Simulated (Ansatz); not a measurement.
**Fe in Ansatz: the effect of functional**

Fe:

```
Fe
1.0
    -1.45256    1.45256    1.45256
     1.45256   -1.45256    1.45256
     1.45256    1.45256   -1.45256
Fe
1
Cartesian
  0.0000 0.0000 0.0000
```

The cell isn't the ideal one: volume scaled by 1.02.

Alike in all runs:

| Quantity | Value |
| --- | --- |
| Program | Ansatz 0.2.0 |
| Task | single point |
| Potentials or basis | Ansatz PAW |
| k mesh | 13 × 13 × 13 |
| Occupations | fermi-dirac, width 0.05 eV |
| Spin | collinear spin, ferromagnetic start |
| Starting moments | [3.0] μB |

```tsv
functional	cutoff	pressure (GPa)	moment (μB)
LDA	420 eV (not typed: the program's choice for these potentials)	-27.5	2.27
r2SCAN	500 eV (not typed: the program's choice for these potentials)	-7.3	2.66
PBE	420 eV (not typed: the program's choice for these potentials)	?	?
```

Problem. What does the run with functional PBE give?

Solution. Pressure -11.5 GPa; moment 2.32 μB.

Caveats: the PAW data sets come from PBE, with cores solved anew for the run's functional, which leaves a small shift of forces and pressure (some runs); the magnetic or orbital state may not be the lowest (some runs).
